## The question

Hexagonal diamond, also called lonsdaleite, is carbon in which each atom has four neighbours, as in ordinary diamond, but with the layers stacked differently. A density functional assigns the crystal an equilibrium volume, the volume at which its energy is lowest. The functional PBE can be turned into a hybrid by replacing part of its exchange energy with exact exchange, computed from the orbitals as in Hartree–Fock theory. In which direction does the volume then move, by how much, and is the shift large enough to stand out from a change of program?

Hexagonal diamond (carbon, space group P6_3/mmc) with the methods and programs named in each row. All volumes are for a static lattice. For the force fields, LDA and PBE, the equilibrium volume is the minimum of an equation of state fitted to energies at several volumes from 5.33 to 6.01 Å³ per atom; the PBE fit, from which the forecast starts, uses five. For AM05 and PBE-EpsX it is the volume at which a relaxation of the cell ended. Basis entries in eV are plane-wave cutoffs.

```tsv
method	rung	program	potentials	basis	k mesh	smearing	equilibrium volume (Å³/atom)
LCBOP	force field	LAMMPS	C.lcbop	default	none 4-atom cell	none	5.673
MEAM	force field	LAMMPS	library.meam	default	none 4-atom cell	none	5.673
Tersoff	force field	LAMMPS	SiC_1989.tersoff	default	none 4-atom cell	none	5.667
LDA	LDA	CONQUEST	PseudoDojo NC LDA	DZP	6x4x4 8-atom cell	Fermi-Dirac 0.05eV	5.616
AM05	GGA	ABINIT	PseudoDojo NC SR PBEsol v0.4.1 standard	1115.6 eV	9x9x5 4-atom cell	Fermi-Dirac 0.05eV	5.627
PBE	GGA	FLEUR	all electron	5 Kmax	12x12x7 4-atom cell	Fermi-Dirac 0.05eV	5.714
PBE-EpsX	hybrid	Ansatz	Ansatz PAW	420 eV	6x6x4 4-atom cell	Fermi-Dirac 0.05eV	?
```

The rungs run from force fields, which have no electrons, through the local density approximation (LDA) and the gradient-corrected functionals (GGA) to the hybrid. PBE-EpsX is the hybrid whose volume is to be forecast.

## What the known rows offer

PBE gives the largest known volume, 5.714 Å³ per atom. AM05 stands on the same rung, yet it lies 0.087 Å³ below PBE. The name of a rung therefore does not fix the volume, and a forecast for the hybrid has to start from the functional it is built on, which is PBE.

The LDA value shows how much the settings can matter. Two further LDA runs of this crystal, made in ABINIT with plane waves and a denser mesh, give 5.529 and 5.516 Å³ per atom. For both of them ABINIT warns that the PAW spheres, the regions around the atoms in which the full orbitals are rebuilt, overlap, so these values are not an exact reference either. The LDA row lies about 0.1 Å³ higher, roughly as much as its whole distance from PBE. Its small set of atomic orbitals is the likely cause, though the potentials and the mesh differ as well.

The three force fields agree within 0.006 Å³, but they are rough models and cannot act as judges. Potentials of this kind are adjusted to known properties of diamond, so a volume close to diamond's is largely built into them.

## Why a small energy term moves the volume

Near its minimum, the energy per atom is a parabola in the volume $V$:

$$E(V) \approx E_0 + \frac{B}{2V_0}\,(V-V_0)^2 .$$

Here $V_0$ is the equilibrium volume, $E_0$ the energy there and $B$ the bulk modulus, the resistance to compression. Now add a term whose energy rises with volume at the slope $g$. The minimum moves to where the slopes cancel:

$$\frac{\Delta V}{V_0} = -\frac{g}{B} .$$

A slope of energy against volume is a pressure. Changing the functional thus acts on the crystal like squeezing it or pulling it apart, and a stiffer crystal yields less to the same pressure.

The gap between the PBE and LDA rows gives a sense of scale. It is 1.7% of the volume, about half of what the plane-wave LDA runs would give, and with a bulk modulus of roughly 440 GPa it corresponds to a pressure of about 7.5 GPa. Yet squeezing the PBE crystal to the LDA volume costs only about 2.3 meV per atom. The bottom of the energy curve is so flat that differences which look negligible as energies are plain to see as volumes.

## Why PBE pushes outwards

LDA takes the exchange energy at each point from a uniform electron gas of the local density. PBE strengthens that exchange where the density varies quickly on the scale of the local electron spacing. When a crystal is stretched, the density between the atoms thins out and this relative variation grows. PBE exchange therefore lowers the energy of the stretched crystal more than that of the compact one, which amounts to an outward pressure. The gradient correction to correlation works against this, but in ordinary solids the expansion wins.

AM05 was designed with solids and surfaces in mind, and it responds more weakly to the moderate density variations inside a crystal. Theory therefore places it below PBE, as the table has it. The size of the gap is less certain evidence, because the AM05 run also uses another program and potentials made for a different functional, PBEsol, and finds its volume by relaxing the cell instead of by a fit.

## Why exact exchange pulls inwards

An electron is surrounded by a region in which other electrons of the same spin are depleted, called the exchange hole. In a covalent bond the exact hole spreads over both atoms, wherever the electron happens to be. The hole implied by LDA or PBE stays close to the electron. It thereby imitates a real correlation effect: when one electron of the bond is at the left atom, the other prefers the right one.

This preference becomes more important as the bond is stretched. PBE exchange includes some of its energy gain, and exact exchange includes none. The difference between exact and PBE exchange energy therefore rises as the atoms move apart. Mixing in exact exchange penalises the stretched bond and acts as an inward pressure.

The same argument shows how the effect grows with the fraction $a$ of exact exchange:

$$E_\text{hybrid}(V) = E_\text{PBE}(V) + a\,\bigl[E_x^\text{exact}(V) - E_x^\text{PBE}(V)\bigr] .$$

The slope of the added term is proportional to $a$. The orbitals adjust to the new functional as well, but since they already minimise the PBE energy, this changes the energy only in second order. For a modest fraction the contraction should thus be proportional to $a$. The argument gives the sign and the proportionality; the strength has to come from experience with diamond.

## The forecast, worked in full

The first ingredient is the fraction. In an insulator the other electrons screen the exchange between distant electrons, and this suggests setting $a = 1/\varepsilon$, where $\varepsilon$ is the electronic dielectric constant. The name EpsX is read here in that sense, which is an assumption. With $\varepsilon$ about 5.7 for diamond,

$$a = 1/5.7 = 0.175 .$$

The second ingredient is the strength. A quarter of exact exchange is known to shrink diamond by roughly 2% in volume relative to PBE. Scaled to the smaller fraction, the contraction is

$$2\% \times \frac{0.175}{0.25} = 1.4\% ,$$

and applied to the PBE volume it gives

$$5.714 \times (1 - 0.014) = 5.634\ \text{Å}^3 .$$

The error bar has two parts. A fraction anywhere between 0.10 and 0.25 would move the result by about 0.034 Å³ either way. The change of program, of potentials and to a rather low plane-wave cutoff is allowed another 0.05 Å³. This is a judgement: it is about half the shift seen in the LDA row, whose small set of orbitals is probably a cruder basis than the hybrid's plane waves. Added as independent errors, they make 0.06 Å³.

The forecast for PBE-EpsX is therefore 5.63 ± 0.06 Å³ per atom, a range from 5.57 to 5.69, and a volume below that of PBE. Its order relative to LDA and AM05 is left open, since both lie well inside the range.

## The computed value

The withheld rows as computed:

```tsv
method	rung	program	potentials	basis	k mesh	smearing	equilibrium volume (Å³/atom)
PBE-EpsX	hybrid	Ansatz	Ansatz PAW	420 eV	6x6x4 4-atom cell	Fermi-Dirac 0.05eV	5.620
```

The hybrid gives 5.620 Å³ per atom. It lies below PBE and inside the range, and the forecast is too large by 0.014 Å³, about a quarter of the error bar. The hybrid's volume entered none of the constants; only the PBE row served as the starting point.

Two other assumptions show what this hit is worth. Had neither exact exchange nor the change of settings any effect on the volume, the hybrid should have stayed at the PBE value, which is 0.094 Å³ too large and outside the range. A full quarter of exact exchange would have given 5.600 Å³, which is 0.020 Å³ too small. The result thus favours a contraction, whatever its source, but it cannot tell a fraction of 0.175 from one of 0.25. The small miss could come from the fraction, from the rough 2% or from the settings, and its size does not single out one of them.

## What the contraction means for the bonds

If all four bonds are equal and the angles are ideal, the volume per atom follows from the bond length $d$ alone:

$$V = \frac{8d^3}{3\sqrt{3}} .$$

Because the volume goes with the cube of the length, a relative change in volume is three times the relative change in bond length. The drop from PBE to the hybrid is 1.6% in volume but only about 0.5% in average bond length, from 1.548 to 1.540 Å.

The average hides a change of shape. The cell given to these runs has the ideal shape, with four equal bonds, and the PBE run kept it. The hybrid run was free to relax, and the ratio of the cell's height to its edge rose from 1.633 to 1.664. Its bond along the axis is about 1.557 Å long and the other three about 1.534 Å. The axial bond is thus longer than the bonds in the PBE run, although the volume is smaller. This stretching along the axis is no sign of exact exchange: PBE had no chance to show it, and a relaxed run of this crystal without exact exchange ends in nearly the same shape.

Half a per cent is a small error in a bond, but it is a substantial strain in a stiff crystal. A strain calculated from one functional's lattice and another functional's reference would contain this difference as if it were real.

## When equal volumes mislead

LDA, the hybrid and AM05 end up within 0.011 Å³ of one another, a spread of 0.2%. For LDA this closeness comes from the settings. The plane-wave runs put it about 0.1 Å³ lower, clearly below the other two, as expected of a functional with no gradient term to push the atoms apart.

AM05 and the hybrid can come close by different routes. AM05 has a gentler gradient term than PBE, while the hybrid keeps most of PBE's push but counters it with exact exchange. A volume records only the balance of these pressures, so agreement in volume does not make two functionals alike in other properties. The order of these two should carry no weight, because settings can shift a volume by far more than the difference between them.

## The run that would decide

The drop from PBE to the hybrid is 0.094 Å³, and the settings error of the LDA row is about as large. Exact exchange can account for the drop in sign and in size, but the program, the potentials, the basis and the k mesh changed along with the functional. So did the treatment of the cell, whose shape was relaxed for the hybrid and held fixed for PBE. The effect of this on the volume is probably small, but no run here measures it. The low cutoff alone is an unlikely cause. In a run of this crystal with another functional, but with the hybrid's program, potentials and cutoff, the correction for the limited basis is a pressure of about 0.9 GPa. By the formula above, that is only 0.2% of the volume.

The same run carries a warning, however. It used revPBE, a relative of PBE, with a correction for dispersion attraction, and it ended at 5.625 Å³ per atom, almost the hybrid's volume, without any exact exchange. The dispersion correction pulls the atoms together and may be the reason, so the run does not convict the settings. It does show that a volume this small in this program is no proof of exact exchange at work.
 A coarse mesh should matter little for LDA and the gradient-corrected functionals in an insulator with a wide gap. Exact exchange usually converges more slowly with the mesh, however, so the hybrid's own mesh remains a possible source of error. A PBE relaxation of the cell in the hybrid's program, with the same potentials, cutoff and mesh and no dispersion correction, would separate the effect of exact exchange from that of the settings. A volume near 5.71 Å³ would assign the contraction to exact exchange, while a volume near 5.62 Å³ would assign it to the settings. Repeating the hybrid on a denser mesh would then test the exact-exchange term itself. How much of the drop would survive both tests is the question these rows leave open.
